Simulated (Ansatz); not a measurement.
Sb2Pt (Geversite):

```
Pt Sb
1.0
     6.44230    0.00000    0.00000
     0.00000    6.44230    0.00000
     0.00000    0.00000    6.44230
Pt Sb
4 8
Direct
  0.00000 0.50000 0.50000
  0.50000 0.50000 0.00000
  0.50000 0.00000 0.50000
  0.00000 0.00000 0.00000
  0.37530 0.12470 0.87530
  0.12470 0.87530 0.37530
  0.87530 0.37530 0.12470
  0.62470 0.62470 0.62470
  0.62470 0.87530 0.12470
  0.87530 0.12470 0.62470
  0.12470 0.62470 0.87530
  0.37530 0.37530 0.37530
```

Base run:

* Program: Ansatz 0.2.0
* Functional: PBE
* Potentials or basis: Ansatz PAW
* Cutoff: 420 eV
* Density cutoff: 1680 eV
* k mesh: 4 × 4 × 4
* Occupations: fermi-dirac, width 0.05 eV
* Spin: no spin polarisation

Its results: band gap on the k mesh none (metal or under the smearing width); largest force 0.123 eV/Å.

Q: The run is repeated on the same cell with these changes: functional from PBE to HSE06. What comes out?

A: Band gap on the k mesh 0.12 eV, indirect (least direct gap 0.45 eV); largest force 0.031 eV/Å.

HSE06 gives the wider gap, since exact exchange removes part of the self-interaction.

Caveats: spin-orbit coupling is left out, which moves the levels of the heavy elements (some runs); the PAW data sets come from PBE, with cores solved anew for the run's functional, which leaves a small shift of forces and pressure (some runs).

A k mesh can miss the band edges.

Not every run made on this cell is shown here.
